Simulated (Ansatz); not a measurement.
Computed properties of ZrO2

ZrO2:
```yaml
crystal:
  lattice:
    - [5.15225, 0.00000, 0.00000]
    - [0.00000, 5.22703, 0.00000]
    - [-0.87000, 0.00000, 5.25770]
  atoms:
    - { symbol: Zr, position: [0.72386, 0.95789, 0.79024] }
    - { symbol: Zr, position: [0.27614, 0.04211, 0.20976] }
    - { symbol: Zr, position: [0.27614, 0.45789, 0.70976] }
    - { symbol: Zr, position: [0.72386, 0.54211, 0.29024] }
    - { symbol: O, position: [0.06921, 0.16630, 0.84402] }
    - { symbol: O, position: [0.93079, 0.83370, 0.15598] }
    - { symbol: O, position: [0.93079, 0.66630, 0.65598] }
    - { symbol: O, position: [0.06921, 0.33370, 0.34402] }
    - { symbol: O, position: [0.55040, 0.25737, 0.02209] }
    - { symbol: O, position: [0.44960, 0.74263, 0.97791] }
    - { symbol: O, position: [0.44960, 0.75737, 0.47791] }
    - { symbol: O, position: [0.55040, 0.24263, 0.52209] }
```

Space group P2_1/c (No. 14); conventional cell a = 5.1523 Å, b = 5.2270 Å, c = 5.3292 Å, α = 90.00°, β = 99.40°, γ = 90.00°.

Method: the program Ansatz at the r²SCAN level (PAW). Geometry: relaxed at this level of theory. Other levels are named where they apply.

Cell and energy:

- Volume per atom = 11.80 Å³
- Density = 5.78 g/cm³
- Formation energy from the elements (no fitted shifts) = -3715 meV/atom

Electronic structure:

- Band gap: 4.16 eV (indirect)
- Valence-band maximum: at Γ
- Conduction-band minimum: at Y2 (k = 0.500, 0.000, 0.000 in fractions of the reciprocal vectors)
- Smallest direct gap on the standard path: 4.23 eV

The r²SCAN relaxation kept the symmetry of its start. The run is not spin-polarised. The references are the lowest solids computed at this level, not always the standard phases (solids in place of the gases). Spin–orbit coupling is left out wherever it is not named.

Potentials: the earlier of the program's two PAW sets.
